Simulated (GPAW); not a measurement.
Runs of GPAW 26.7.0 on Pb. It takes space group Fm-3m (No. 225, cubic). The conventional cell has a = 4.950 Å, b = 4.950 Å, c = 4.950 Å, α = 90.00°, β = 90.00°, γ = 90.00°. Around Pb (site symmetry m-3m) lie 12 Pb at 3.50 Å. 

| task | level | potentials or basis | spin | k mesh | eigensolver | maxiter | band path | band points | spin axis theta (degrees) | other keys | mesh quality | pressure (GPa) |
| --- | --- | --- | --- | --- | --- | --- | --- | --- | --- | --- | --- | --- |
| band structure | OLYP | PAW data sets generated in the run's folder for this functional, pw | SOC, no magnetisation | 9 × 9 × 9 | davidson | 150 | GXWKGLUWLK,UX | 60 | 54.7 | - | not flagged | 2.6 |
| single point | PBE | GPAW PAW data sets (gpaw-data 1.2.1), pw | off | 7 × 7 × 7 | - | 100 | - | - | - | several, not listed | not flagged | (a) |
| band structure | revTPSS | GPAW PAW data sets (gpaw-data 1.2.1), pw | SOC, no magnetisation | 9 × 9 × 9 | davidson | 150 | GXWKGLUWLK,UX | 100 | 90 | - | not flagged | -0.7 |
| band structure | SCAN | GPAW PAW data sets (gpaw-data 1.2.1), pw | SOC, no magnetisation | 9 × 9 × 9 | - | 150 | GXWKGLUWLK,UX | 80 | 0 | - | not flagged | 0.3 |
| band structure | TASK | GPAW PAW data sets (gpaw-data 1.2.1), pw | SOC, no magnetisation | 9 × 9 × 9 | - | 150 | GXWKGLUWLK,UX | 80 | 54.7 | - | not flagged | (b) |

Alike in all rows: cell as given; cutoff (eV) 600; smearing fermi-dirac 0.05 eV.

Question: Estimate the missing entries.

Answer: (a) 2.7; (b) 4.5.

Caveats: spin-orbit coupling was added after a scalar SCF, so levels and gaps hold it while energy, forces, pressure and moments don't (some runs); the PAW data sets were made with another functional, which shifts forces and pressure a little (some runs).
